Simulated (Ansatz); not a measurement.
**Relaxing Ag**

All numbers below come from DFT PBE, scalar-relativistic, plane waves, PAW (Ansatz 0.2.0). Settings: 420 eV cutoff, 18×18×18 k-mesh, Gaussian smearing of 0.10 eV, no spin polarisation.

What was changed in K: K → Ag on all its sites, cell and atoms relaxed.

Input:

```yaml
crystal:
  lattice:
    - [1.4783709567, 0.8535378698, 7.1312104377]
    - [-1.4783709567, 0.8535378698, 7.1312104377]
    - [0.0, -1.7070757396, 7.1312104377]
  atoms:
    - { symbol: Ag, position: [0.0, 0.0, 0.0] }
    - { symbol: Ag, position: [0.7775949223, 0.7775949223, 0.7775949223] }
    - { symbol: Ag, position: [0.2224050777, 0.2224050777, 0.2224050777] }
basis:
  ecutwfc: 420
kpoints:
  mp_grid: { grid: [18, 18, 18] }
hamiltonian:
  xc: pbe
scf:
  occupations: { method: gaussian, width: 0.1 }
output:
  forces: true
  stress: true
  eigenvalues: true
relax:
  adjacent_minimum: "off"
  f_tol: 0.01
  max_steps: 60
  cell: { stress_tol: 0.1 }
```

F is the free energy. Steps run on the plane waves of an earlier cell, but the last one, and at times one on the way, on a freshly chosen basis, so a repeated geometry can differ a little in energy.

Steps:

```tsv
step	F − F(1) (eV)	largest force component (eV/Å)	V (Å³/atom)	P (GPa)
1	0.0000	0.017	17.997	-0.62
2	-0.0025	0.013	17.742	0.64
3	-0.0031	0.001	17.865	0.00
4	-0.0030	0.001	17.865	0.00
```

Relaxed structure:

```
CELL_PARAMETERS angstrom
1.46783 0.84745 7.18108
-1.46783 0.84745 7.18108
0.00000 -1.69490 7.18108
ATOMIC_POSITIONS crystal
Ag 0.00000 0.00000 0.00000
Ag 0.77771 0.77771 0.77771
Ag 0.22229 0.22229 0.22229
```

It takes space group R-3m (No. 166, trigonal). Conventional cell: a = 2.936 Å, b = 2.936 Å, c = 21.543 Å, α = 90.00°, β = 90.00°, γ = 120.00°. Around Ag (site symmetry -3m) lie 12 Ag at 2.93 to 2.94 Å. Ag (site symmetry 3m) is surrounded by 12 Ag at 2.93 to 2.94 Å.

The run converged. The run took roughly 90 core-seconds.